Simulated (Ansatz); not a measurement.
**Pressure against volume: SiC**

```
CELL_PARAMETERS angstrom
3.07600 0.00000 0.00000
-1.53800 2.66389 0.00000
0.00000 0.00000 5.04800
ATOMIC_POSITIONS crystal
Si 0.33333 0.66667 0.00000
Si 0.66667 0.33333 0.50000
C 0.33333 0.66667 0.38500
C 0.66667 0.33333 0.88500
```

Conventional cell: a = 3.076 Å, b = 3.076 Å, c = 5.048 Å, α = 90.00°, β = 90.00°, γ = 120.00°. Around Si (atom 1) lie 4 C at 1.87 to 1.94 Å. Around C (atom 3) lie 4 Si at 1.87 to 1.94 Å.

The geometry is COD entry 9008875, unchecked; take it as a test cell.

Levels of theory: DFT, PBEsol, all-electron LAPW, scalar-relativistic (Ansatz 0.2.0); DFT, PBEsol, PAW with Ansatz's default frozen-core files, scalar-relativistic (Ansatz 0.2.0).

For LAPW: a Γ-centred 15×15×8 k mesh, Fermi–Dirac smearing of 0.08 eV, basis error target 1 meV/atom, no spin polarisation. PAW takes a cutoff of 420 eV at this cell (files made with PBE, cores remade for this functional). The Ansatz runs share mesh, smearing and spin set-up. Plane-wave (PAW) pressures include the program's estimate of the Pulay term.

The cell above is scaled evenly, with fractional coordinates and shape held.

```csv
V/V(cell),V (Å³/atom),"P, LAPW (GPa)","P, PAW (GPa)","gap on the k mesh, LAPW (eV)","free energy over the lowest listed, PAW (meV/atom)"
0.9400,9.721,?,?,?,?
0.9600,9.927,10.03,10.11,2.09,13.0
0.9800,10.134,4.88,4.95,2.13,3.3
0.9900,10.238,2.49,2.55,2.15,0.9
1.0000,10.341,0.21,0.26,2.17,0.0
1.0100,10.444,-1.96,-1.92,2.19,0.5
1.0200,10.548,-4.03,-3.99,2.21,2.4
1.0400,10.755,-7.87,-7.84,2.24,10.1
1.0600,10.961,-11.35,-11.33,2.27,22.5
```

**Question.** Fill in the row V/V(cell) = 0.9400.

**Answer.** P, LAPW (GPa) = 15.71, P, PAW (GPa) = 15.81, gap on the k mesh, LAPW (eV) = 2.05, free energy over the lowest listed, PAW (meV/atom) = 29.7.

**Question.** What do Birch–Murnaghan fits to the pressures give?

**Answer.** LAPW: V0 = 10.35 Å³/atom, B0 = 221 GPa, B0′ = 3.9; PAW: V0 = 10.35 Å³/atom, B0 = 222 GPa, B0′ = 3.9.

PAW's V0 lies 0.02 % from the all-electron value and its B0 0.2 %. With shape and internal coordinates held, B0 is an upper bound to the relaxed modulus.
